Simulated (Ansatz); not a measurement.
## Cu under changes of volume

One of the cells (11.458 Å³/atom); the others are scaled copies at fixed shape and fractional positions:

```xyz
1
Lattice="-1.4428 1.4428 1.3761 1.4428 -1.4428 1.3761 1.4428 1.4428 -1.3761" Properties=species:S:1:pos:R:3 pbc="T T T"
Cu    0.0000    0.0000    0.0000
```

This isn't the form of Cu at room conditions, which is fcc.

| Item | Value |
| --- | --- |
| Program | Ansatz 0.2.0 |
| Functional | LDA |
| Potentials or basis | all-electron LAPW, scalar-relativistic |
| Cutoff | 322 eV (chosen from the basis error) |
| Basis error allowed | 0.001 eV/atom |
| k mesh | 13 × 13 × 13 |
| Occupations | fermi-dirac, width 0.05 eV |
| Spin | no spin polarisation |

```tsv
volume (Å³/atom)	energy over the lowest point (meV/atom)	pressure (GPa)
10.771	?	?
11.000	0.00	-1.2
11.229	4.30	-4.7
11.458	13.34	-7.8
11.687	26.54	-10.5
11.916	43.38	-12.9
12.146	63.42	-15.0
```

Q: What does the run at 10.771 Å³/atom give?

A: Energy over the lowest point 1.08 meV/atom; pressure 2.8 GPa.

Worked out: A Birch-Murnaghan fit of order 3 (a polynomial in V^(-2/3)) to the other rows has its minimum at 10.93 Å³/atom, just outside them, with B0 = V·E''(V) = 190 GPa and B' = 5.5 at fixed shape and positions, which overstates the stiffness. It gives 1.17 meV/atom at 10.771 Å³/atom, against the run's 1.08, and -dE/dV = 2.9 GPa, against 2.8.

Energies are extrapolated to zero smearing.
